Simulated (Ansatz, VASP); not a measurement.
**One calculation of CuO2, two programs**

Contents of INCAR:

```
SYSTEM = CuO2
PREC = Accurate
ENCUT = 520
EDIFF = 1E-7
ISMEAR = 0
SIGMA = 0.1
LREAL = .FALSE.
LASPH = .TRUE.
NELM = 100
ALGO = Normal
ISIF = 2
LWAVE = .FALSE.
LCHARG = .FALSE.
GGA = PS
NBANDS = 18
```

KPOINTS

```
regular mesh
0
G
  16 16 16
  0 0 0
```

Contents of POSCAR:

```
CuO2
1.0
    0.0000000000      2.3844798727      2.3844798727
    2.3844798727      0.0000000000      2.3844798727
    2.3844798727      2.3844798727      0.0000000000
Cu O
1 2
Direct
    0.0000000000      0.0000000000      0.0000000000
    0.2500000000      0.2500000000      0.2500000000
    0.7500000000      0.7500000000      0.7500000000
```

Input for Ansatz:

```yaml
crystal:
  lattice:
    - [0.0, 2.3844798727, 2.3844798727]
    - [2.3844798727, 0.0, 2.3844798727]
    - [2.3844798727, 2.3844798727, 0.0]
  atoms:
    - { symbol: Cu, position: [0.0, 0.0, 0.0] }
    - { symbol: O, position: [0.25, 0.25, 0.25] }
    - { symbol: O, position: [0.75, 0.75, 0.75] }
basis:
  ecutwfc: 420
kpoints:
  mp_grid: { grid: [16, 16, 16] }
hamiltonian:
  xc: pbesol
scf:
  occupations: { method: gaussian, width: 0.1 }
  lower_state_search: "off"
output:
  forces: true
  stress: true
  eigenvalues: true
```

Alike in both runs: task single point; functional PBEsol; k mesh 16 × 16 × 16; occupations gaussian, width 0.1 eV; no spin polarisation.

|  | VASP | Ansatz |
| --- | --- | --- |
| version | VASP 6.6.1 | Ansatz 0.2.0 |
| potentials or method | VASP PAW PBE potentials, release 64 (Cu, O) | scalar-relativistic, plane waves, PAW |
| plane-wave cutoff (eV) | 520 | 420 |
| valence electrons in the cell | 23 | 31 |

Ansatz gave:

- gap on the k mesh at the Fermi level (eV): none
- pressure (GPa): -1.6

Question: What did VASP give for the same quantities?

Answer: gap on the k mesh at the Fermi level (eV): none; pressure (GPa): -1.3.

A gap of «none» marks a metal or a gap that the smearing closes. The two sets of potentials don't hold the same shells in valence.

Caveats: the PAW data sets were made with another functional, which shifts forces and pressure a little (VASP); an odd number of electrons without spin polarisation forces a metal; a magnetic or distorted state may lie lower; the run has no spin polarisation, though such a crystal can be magnetic; semilocal functionals often make such compounds metallic where correlation or magnetic order opens a gap, which also shifts bond lengths.
